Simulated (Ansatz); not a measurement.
**Two structures of Lu: comparison of enthalpies under pressure in Python**

Aim: a comparison of enthalpies under pressure, for two structures of Lu, run from a script.

Program: Ansatz 0.2.0, driven from Python. Level of theory: DFT PBE, plane waves, PAW. These are calculated values, not measurements.

### 1 The structure

Lu Fm-3m: The structure is cubic, space group Fm-3m (No. 225). The conventional cell has a = 4.900 Å, b = 4.900 Å, c = 4.900 Å, α = 90.00°, β = 90.00°, γ = 90.00°. Lu (site symmetry m-3m) has 12 Lu at 3.46 Å as nearest neighbours.

Lu Fd-3m: Symmetry: Fd-3m, No. 227, cubic system. The conventional cell has a = 6.740 Å, b = 6.740 Å, c = 6.740 Å, α = 90.00°, β = 90.00°, γ = 90.00°. Lu (site symmetry -43m) has 4 Lu at 2.92 Å as nearest neighbours.

No structure file is read: the coordinates are typed or built in the script.

### 2 The script

Contents of lu_transition.py:

```python
"""Enthalpies of two structures of Lu under pressure."""

import warnings

import ansatz
import numpy as np
import pandas as pd


def fcc(a_site, a):
    return (
        ansatz.Lattice.fcc(a)
        .space_group(225)
        .atom(a_site, (0, 0, 0))
        .primitive()
    )


def diamond(first, a):
    return ansatz.Crystal.diamond(first, a=a)


def run_phase(name, crystal, pressure=0.0):
    calc = (
        crystal.calculation()
        .functional("pbe")
        .basis(510)
        .kpoints(spacing=0.16)
        .occupations("fermi_dirac", width=0.1)
    )
    calc = calc.relax(force_tolerance=0.01, cell=True, pressure=pressure)
    return calc.run(threads=1)


def volume_per_atom(outcome):
    return abs(np.linalg.det(outcome.lattice.cell_ang)) / len(outcome.lattice.sites)

warnings.simplefilter("ignore", ansatz.DeckWarning)

phases = {}
phases["fcc"] = fcc("Lu", 4.9)
phases["diamond"] = diamond("Lu", 6.74)

# enthalpy per atom at each pressure
pressures = [0, 20, 40, 60]
enthalpy, volume = {name: [] for name in phases}, {name: [] for name in phases}
for p in pressures:
    for name, crystal in phases.items():
        o = run_phase(name, crystal, pressure=p)
        volume[name].append(volume_per_atom(o))
        enthalpy[name].append(o.report["energy_sigma0_ev"] / len(o.lattice.sites) + p * volume[name][-1] / 160.21766)
gap = np.array(enthalpy["diamond"]) - np.array(enthalpy["fcc"])
rows = [(p, va, vb, 1000 * d) for p, va, vb, d in zip(pressures, volume["fcc"], volume["diamond"], gap)]
print(pd.DataFrame(rows, columns=["P (GPa)", "V fcc (A^3/atom)", "V diamond (A^3/atom)", "H(diamond) - H(fcc) (meV/atom)"]).round(4).to_string(index=False))
crossings = [p0 - g0 * (p1 - p0) / (g1 - g0) for p0, p1, g0, g1 in zip(pressures, pressures[1:], gap, gap[1:]) if g0 * g1 < 0]
print("crossing near", [round(float(p), 1) for p in crossings], "GPa") if crossings else print("no crossing in this range")
```

### 3 Launch

Command:

```sh
> python lu_transition.py
```

The program printed:

```text
 P (GPa)  V fcc (A^3/atom)  V diamond (A^3/atom)  H(diamond) - H(fcc) (meV/atom)
       0           29.1038               50.7839                       1960.3164
      20           21.7809               24.6886                       2853.3723
      40           18.7312               20.0831                       3085.3958
      60           16.8583               17.9623                       3230.3106
no crossing in this range
```

Wall time 5.3 min (1 thread of Arm Neoverse V2, shared host); peak memory 0.63 GiB.

### 4 What each run gave

From the records of these 8 runs:

```tsv
run	system	space group at the end	pressure asked (GPa)	energy from run 1 (meV/atom)	final volume (Å³/atom)	pressure (GPa)	SCF cycles in all	CPU time (s)
1	Lu (1 atom)	Fm-3m	0	0.00	29.10	-0.03	17	8.1
2	Lu (2 atoms)	Fd-3m	0	1960.32	50.78	0.02	30	42
3	Lu (1 atom)	Fm-3m	20	355.98	21.78	20.00	33	17
4	Lu (2 atoms)	Fd-3m	20	2846.40	24.69	20.00	49	57
5	Lu (1 atom)	Fm-3m	40	905.70	18.73	39.99	42	21
6	Lu (2 atoms)	Fd-3m	40	3653.58	20.08	40.02	58	68
7	Lu (1 atom)	Fm-3m	60	1482.79	16.86	60.00	46	24
8	Lu (2 atoms)	Fd-3m	60	4299.67	17.96	60.04	64	80
```

Energies are extrapolated to zero smearing width, as in the script. 

Enthalpy H = E + pV of the second structure less the first:

```tsv
pressure (GPa)	ΔH (meV/atom)
0	1960.3
20	2853.4
40	3085.4
60	3230.3
```

### 5 The relaxation of run 4, step by step

Step by step:

| step | energy from step 1 (eV/cell) | largest force component (eV/Å) | pressure (GPa) | volume (Å³) |
| --- | --- | --- | --- | --- |
| 1 | 0.0000 | 0.0000 | 3.68 | 76.55 |
| 2 | 0.3187 | 0.0000 | 6.18 | 65.89 |
| 3 | 0.8448 | 0.0000 | 12.48 | 56.27 |
| 4 | 1.7216 | 0.0000 | 21.92 | 47.96 |
| 5 | 1.5280 | 0.0000 | 19.91 | 49.45 |
| 6 | 1.5368 | 0.0000 | 20.00 | 49.38 |
| 7 | 1.5374 | 0.0000 | 20.00 | 49.38 |

Step 1 is the start. Step 7 repeats the geometry before it on a plane-wave basis chosen anew for that cell, so its energy need not be comparable with the rows above.

Lengths and angles in the start's conventional setting:

«Before» is this run's own start.

|  | before | after | change |
| --- | --- | --- | --- |
| a (Å) | 6.740 | 5.824 | -13.6 % |
| b (Å) | 6.740 | 5.824 | -13.6 % |
| c (Å) | 6.740 | 5.824 | -13.6 % |
| volume (Å³/atom) | 38.27 | 24.69 | -35.5 % |
| shortest distance (Å) | 2.919 | 2.522 | -13.6 % |
| space group (0.01 Å) | Fd-3m | Fd-3m | same |

The run keeps the 48 symmetry operations of the start, so it could not have lowered the symmetry.

Under a set pressure the enthalpy E + pV is minimised, so E itself may rise.

### 6 The relaxation of run 6, step by step

Relaxation path:

```
step  E - E(step 1) (eV/cell)  largest force component (eV/Å)  pressure (GPa)  volume (Å³)
   1                   0.0000                          0.0000            3.68        76.55
   2                   0.3187                          0.0000            6.18        65.89
   3                   0.8448                          0.0000           12.48        56.27
   4                   1.7671                          0.0000           22.40        47.63
   5                   3.2666                          0.0000           41.52        39.75
   6                   3.1326                          0.0000           39.63        40.27
   7                   3.1595                          0.0000           40.00        40.17
   8                   3.1608                          0.0000           40.02        40.17
```

Step 1 is the start. Step 8 repeats the geometry before it on a plane-wave basis chosen anew for that cell, so its energy need not be comparable with the rows above.

Lengths and angles in the start's conventional setting:

«Before» is this run's own start.

|  | before | after | change |
| --- | --- | --- | --- |
| a (Å) | 6.740 | 5.436 | -19.3 % |
| b (Å) | 6.740 | 5.436 | -19.3 % |
| c (Å) | 6.740 | 5.436 | -19.3 % |
| volume (Å³/atom) | 38.27 | 20.08 | -47.5 % |
| shortest distance (Å) | 2.919 | 2.354 | -19.3 % |
| space group (0.01 Å) | Fd-3m | Fd-3m | same |

The run keeps the 48 symmetry operations of the start, so it could not have lowered the symmetry.

Under a set pressure the enthalpy E + pV is minimised, so E itself may rise.

### 7 Summary of results

```
                  quantity              value
             runs compared                  8
crossing of the enthalpies  none in the range
```

What this shows: The first structure (Fm-3m) stays lower over the whole range, and pressure widens its lead. The dearest, run 8, took some 9.9 times as long as run 1. In run 4, over 5 moves the cell shrank by 35.5 % in volume under the 20 GPa asked, and the space group stayed Fd-3m. In run 6, over 6 moves the cell shrank by 47.5 % in volume under the 40 GPa asked, and the space group stayed Fd-3m. Notes:
- At a fixed pressure a relaxation lowers the enthalpy F + PV, while F alone can rise.
- Only these two structures are compared, at zero temperature and with their symmetry kept; either may be hypothetical, and another phase may be lower than both. Differences under 10 to 15 meV an atom lie within the error of mesh and functional.
- The cells are prototypes set up for this calculation and needn't exist.
